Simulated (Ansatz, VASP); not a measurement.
# Al35PtN36 (Pt_Al) in two plane-wave programs, part 2 of 2

Aim: how closely do two programs agree when they are given the same cell, functional and k mesh? Of the first pair: The structure shown is the start of the Ansatz relaxation below; VASP solves that cell, so the two are compared at the walk's first step.

VASP 6.6.1 and Ansatz 0.2.0.

So far. Step 3 (VASP: single point, r2SCAN, start cell, pair 1): The run ends at a pressure of 3.66 GPa, with forces up to 6.4 eV/Å.

## (6) VASP: single point, r2SCAN, relaxed atoms in a fixed cell, pair 2

Level of this step: r2SCAN, spin-polarised from a ferrimagnetic start; plane waves and PAW (Al, N, Pt) (VASP).

The same cell, functional and mesh now go to VASP, with its own data sets.

INCAR reads:

```
SYSTEM = Al35PtN36
PREC = Accurate
ENCUT = 580
EDIFF = 1E-06
NELM = 200
ISMEAR = 0
SIGMA = 0.01
LREAL = Auto
ALGO = Normal
METAGGA = R2SCAN
LASPH = .TRUE.
NBANDS = 200
ISPIN = 2
MAGMOM = 0 0 0 0 0 0 0 0 0 -0 0 0 -0 0 0 -0 0 0 0 0 0 0 -0 -0 -0 -0 0 0 -0 -0 0 -0 -0 -0 0 0 -0 0 0 -0.12 -0 0.01 0 0 0 0 0 0.02 0 0 0 0.18 0.01 0 0.07 0.16 0 -0 0 -0 -0 0 -0 -0 0 0 -0 -0 0.01 0 -0 0.34
LMAXMIX = 4
LORBIT = 11
LWAVE = .FALSE.
LCHARG = .FALSE.
ISIF = 2
ISYM = 0
NUPDOWN = 1
GGA_COMPAT = .FALSE.
LMIXTAU = .TRUE.
NCORE = 2
```

POSCAR reads:

```
Al35PtN36
1.0
    9.3195655422      0.0000000883      0.0000000000
   -4.6597828476      8.0709804676      0.0000000000
    0.0000000000      0.0000000000      9.9564777200
Al N Pt
35 36 1
Direct
    0.2226826485      0.1116851056      0.2492228940
    0.1085888732      0.2188305149      0.5006240181
    0.2222234289      0.1116581428      0.7495671525
    0.1102432438      0.2213758177      0.9995842288
    0.2198341798      0.4433173660      0.2464039365
    0.1091442052      0.5566467300      0.5005451874
    0.2165687750      0.4422377576      0.7531473820
    0.1102383300      0.5567082810      0.9997483408
    0.2228962690      0.7784761133      0.2493349856
    0.1123233213      0.8895679060      0.4990057543
    0.2223834359      0.7784189581      0.7495679781
    0.1115211180      0.8896207289      0.9994863399
    0.5557195330      0.1119466405      0.2499746600
    0.4439379563      0.2215514919      0.4997095906
    0.5560333123      0.1123405042      0.7490207876
    0.4440728938      0.2218162222      0.9992001924
    0.5575089582      0.4445133905      0.2448784219
    0.5568175811      0.4435102758      0.7522038110
    0.4440560951      0.5563663138      0.9989784026
    0.5583964551      0.7815722758      0.2453735319
    0.4449480234      0.8915365454      0.4999533560
    0.5574086263      0.7824240208      0.7525276217
    0.4442444393      0.8905979580      0.9994436646
    0.8893852037      0.1116223218      0.2502212550
    0.7783188550      0.2230134290      0.4985716606
    0.8882944811      0.1117850079      0.7495286448
    0.7778563360      0.2230253830      0.9998075021
    0.8892216929      0.4455579807      0.2500311232
    0.7805129041      0.5579638360      0.4997503083
    0.8880697734      0.4446779713      0.7492688522
    0.7792959410      0.5571008944      0.9990128665
    0.8899543617      0.7788417488      0.2490160969
    0.7822910151      0.8922733790      0.5000736177
    0.8892469883      0.7786417576      0.7493292978
    0.7795575967      0.8904878333      0.9990636103
    0.2222970724      0.1114830693      0.4400170413
    0.1109581614      0.2210099146      0.1889074236
    0.2220448317      0.1116468272      0.9396102363
    0.1105526454      0.2219585442      0.6910674948
    0.1976397403      0.4311122451      0.4346886705
    0.1110149366      0.5567878522      0.1892701241
    0.2201807671      0.4442921102      0.9429662972
    0.1104935006      0.5558728817      0.6908608786
    0.2229392120      0.7784428334      0.4401302441
    0.1121767019      0.8894705892      0.1899157912
    0.2222141906      0.7787332192      0.9396979581
    0.1116518508      0.8893783580      0.6896448913
    0.5553576190      0.1124050113      0.4402362252
    0.4441898744      0.2214658438      0.1885049602
    0.5558642267      0.1123555764      0.9393077409
    0.4446768559      0.2231621357      0.6902766233
    0.5672278300      0.4357648659      0.4318810445
    0.4446400366      0.5563344752      0.1912715191
    0.5559574489      0.4450417045      0.9423114571
    0.4421337658      0.5556639901      0.7102648051
    0.5710870433      0.8038803531      0.4325702349
    0.4444489327      0.8902514286      0.1889130540
    0.5563207263      0.7801348198      0.9425522269
    0.4449204391      0.8897450081      0.6904500692
    0.8893728060      0.1119676935      0.4401631737
    0.7783354062      0.2228670735      0.1904586050
    0.8885367105      0.1122540673      0.9395715770
    0.7779393024      0.2228105111      0.6895973383
    0.8888947112      0.4459267707      0.4402742113
    0.7802532177      0.5574682536      0.1881977200
    0.8885231420      0.4449944089      0.9394725178
    0.7774072062      0.5561183460      0.6903596523
    0.8906123482      0.7794419418      0.4398181122
    0.7806953585      0.8903555097      0.1881502091
    0.8895895075      0.7790152680      0.9392835367
    0.7780547794      0.8894762809      0.6907255126
    0.4438210892      0.5590093730      0.5036689172
```

KPOINTS reads:

```
Points of the shifted mesh
1
Reciprocal
 0.2500000000  0.2500000000  0.2500000000 1
```

The projector-augmented-wave data sets are Al, N and Pt (PBE family, release 64).

Started as:

```bash
$ mpirun -np 8 vasp_std
```

Output:

```text
[banner, memory and clock lines left out]
running    8 mpi-ranks, on    1 nodes
[...]
[... a notice as in an earlier step ...]

 LDA part: xc-table for (None), standard interpolation
 POSCAR, INCAR and KPOINTS ok, starting setup
[...]
entering main loop
       N       E                     dE             d eps       ncg     rms          rms(c)
DAV:   1     0.117872672256E+04    0.11787E+04   -0.15234E+05   800   0.151E+03
DAV:   2    -0.737493813433E+03   -0.19162E+04   -0.18354E+04   992   0.304E+02
DAV:   3    -0.888913972832E+03   -0.15142E+03   -0.15014E+03   976   0.921E+01
DAV:   4    -0.891355133894E+03   -0.24412E+01   -0.24319E+01   960   0.122E+01
[...]
DAV:  19    -0.729722588275E+03   -0.98122E-05   -0.90982E-06   848   0.861E-03    0.312E-03
DAV:  20    -0.729722590118E+03   -0.18424E-05   -0.15613E-06   576   0.405E-03    0.147E-03
DAV:  21    -0.729722589942E+03    0.17611E-06   -0.26527E-07   496   0.185E-03
   1 F= -.72972259E+03 E0= -.72972259E+03  d E =-.131964E-16  mag=     1.0000
```

Parts of OUTCAR (step 6):

```text
  FREE ENERGIE OF THE ION-ELECTRON SYSTEM (eV)
  ---------------------------------------------------
  free  energy   TOTEN  =      -729.7225899415 eV

  energy  without entropy=     -729.7225899415  energy(sigma->0) =     -729.72258994

 magnetization (x)
# of ion       s       p       d       tot
------------------------------------------
    1        0.000   0.000   0.000   0.000
    2        0.003   0.002   0.000   0.006
    3        0.000   0.000   0.000   0.000
    4       -0.000   0.000   0.000   0.000
    5        0.002   0.001   0.000   0.003
    6        0.002   0.002   0.000   0.004
    7       -0.001  -0.000   0.000  -0.001
    8        0.000   0.000   0.000   0.000
    9       -0.000   0.000   0.000   0.000
   10        0.000  -0.000   0.000  -0.000
   11        0.000   0.000   0.000   0.000
   12        0.000   0.000   0.000   0.000
   13       -0.000  -0.000   0.000  -0.000
[...]
--------------------------------------------------
tot          0.025   0.374   0.403   0.802
```

The run ends at a pressure of 1.91 GPa, with forces up to 0.077 eV/Å.

## (7) Comparison

What differs besides the data sets and the points named for the pairs above, as far as they apply: the data sets hold 303 valence electrons in Ansatz (on its PAW soft_1 files) and 295 in VASP; site moments are counted in spheres of each program's own size. Total energies have different zeros and are not compared.

Both answers:

```tsv
quantity	Ansatz	VASP	difference
total moment, fixed by the input (μB)	1.00	1.00	0.00
moment on Pt72 (μB)	0.34	0.47	-0.13
moment on N52 (μB)	0.18	0.17	+0.01
moment on N56 (μB)	0.16	0.16	0.00
moment on N40 (μB)	-0.12	-0.12	0.00
moment on N55 (μB)	0.07	0.06	0.00
```

The largest component of a force difference here is 82 meV/Å.

## (8) Summary of results

```json
{
  "r.m.s. force difference (single point, r2SCAN, start cell, pair 1)": "1.9 % of the r.m.s. force",
  "difference in moment on Pt72 (single point, r2SCAN, relaxed atoms in a fixed cell, pair 2)": "-0.13 μB",
  "r.m.s. force difference (single point, r2SCAN, relaxed atoms in a fixed cell, pair 2)": "8.3 meV/Å"
}
```

In words: The r.m.s. force difference is 8.3 meV/Å (single point, r2SCAN, relaxed atoms in a fixed cell, pair 2), within the 12 meV/Å picked in this series as the mark of a large difference. The data sets hold unlike numbers of valence electrons (303 in Ansatz and 295 in VASP), so part of the differences may come from the potentials. How closely two codes agree says nothing of how well the functional describes the real material.

[Lines on the potential files, build, host, timing and source positions are cut from VASP's logs without a mark.]

[Logs are printed without paths, hosts, clocks, repeated set-up lines and the standing remarks that a program may print on its own settings, such as how far it seeks lower states.]

[Hosts, paths, dates, database ids (printed as entryN), source tags and the programs' standing remarks are cut or masked in the printed files.]
